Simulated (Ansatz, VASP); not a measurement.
## One calculation of Au, two programs

```
Au
1.0
    -1.60662    1.60662    1.60662
     1.60662   -1.60662    1.60662
     1.60662    1.60662   -1.60662
Au
1
Cartesian
  0.0000 0.0000 0.0000
```

Alike in both runs: functional LDA; k mesh 14 × 14 × 14; occupations fermi-dirac, width 0.1 eV; no spin polarisation.

Ansatz relaxed the structure, and its values are those at the end. VASP's run is a single point on that final structure, the one shown.

|  | VASP | Ansatz |
| --- | --- | --- |
| version | VASP 6.6.1 | Ansatz 0.2.0 |
| potentials or method | VASP PAW LDA potentials, release 64 (Au) | plane waves (420 eV) with PAW, scalar-relativistic |
| plane-wave cutoff (eV) | 520 | 420 |
| valence electrons in the cell | 11 | 19 |

Ansatz gave:

- pressure (GPa): 0.0

**Question.** Which values does VASP return?

**Answer.** Pressure (GPa): 0.5.

The two sets of potentials don't hold the same shells in valence. Ansatz warned: «pseudo_functional_mismatch».

The runs have no spin-orbit coupling, so splittings on Au are missing.
